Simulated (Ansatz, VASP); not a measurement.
# One calculation of SnSe2, two programs

```
Sn Se
1.0
     3.82516    0.00000    0.00000
    -1.91258    3.31269    0.00000
     0.00000    0.00000    6.22706
Sn Se
1 2
Direct
  0.00000 0.00000 0.00000
  0.33333 0.66667 0.25308
  0.66667 0.33333 0.74692
```

Alike in both runs: task single point; functional PBE; k mesh 12 × 12 × 4; occupations fermi-dirac, width 0.02 eV; no spin polarisation.

```csv
,VASP,Ansatz
version,VASP 6.6.1,Ansatz 0.2.0
potentials or method,"VASP PAW PBE potentials, release 64 (Sn_d, Se)","plane waves, PAW"
plane-wave cutoff (eV),520,420
valence electrons in the cell,26,46
```

|  | VASP | Ansatz | Ansatz less VASP |
| --- | --- | --- | --- |
| gap on the k mesh at the Fermi level (eV) | 0.74 | 0.74 | +0.003 |
| pressure (GPa) | 3.0 | 2.9 | -0.07 |
| largest component of the traceless stress (GPa) | 0.12 | 0.11 | -0.009 |
| rms of the force components (eV/Å) | 0.130 | 0.123 | -0.0067 |

Atom by atom the forces differ by 0.007 eV/Å (rms over components). The two sets of potentials don't hold the same shells in valence.

Caveats: spin-orbit coupling is left out, which moves the levels of the heavy elements; this functional lacks dispersion, which binds the layers, so the pressure and a relaxed spacing across them are unreliable. A k mesh can miss the band edges.
